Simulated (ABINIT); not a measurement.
TaN:

```
Ta N
1.0
     0.00000    2.21132    2.21132
     2.21132    0.00000    2.21132
     2.21132    2.21132    0.00000
Ta N
1 1
Direct
  0.50000 0.50000 0.50000
  0.00000 0.00000 0.00000
```

The cell comes from a database or a generator and needn't be the stable form of this composition.

Base run:

* Program: ABINIT 10.8.3 (patched build)
* Functional: PBE
* Potentials or basis: JTH PAW PBE v2.0
* Cutoff: 707 eV
* k mesh: 10 × 10 × 10
* Occupations: fermi-dirac, width 0.05 eV
* Spin: spin-orbit coupling, no magnetisation

Its results: band gap on the k mesh none (metal or under the smearing width); pressure -1.0 GPa.

**Question.** The run is repeated on the same cell with these changes: spin from spin-orbit coupling, no magnetisation to no spin polarisation. What comes out?

**Answer.** Band gap on the k mesh none (metal or under the smearing width); pressure -1.6 GPa.

Caveats: the highest band is partly filled, so the run has too few bands; spin-orbit coupling is left out, which moves the levels of the heavy elements (some runs).
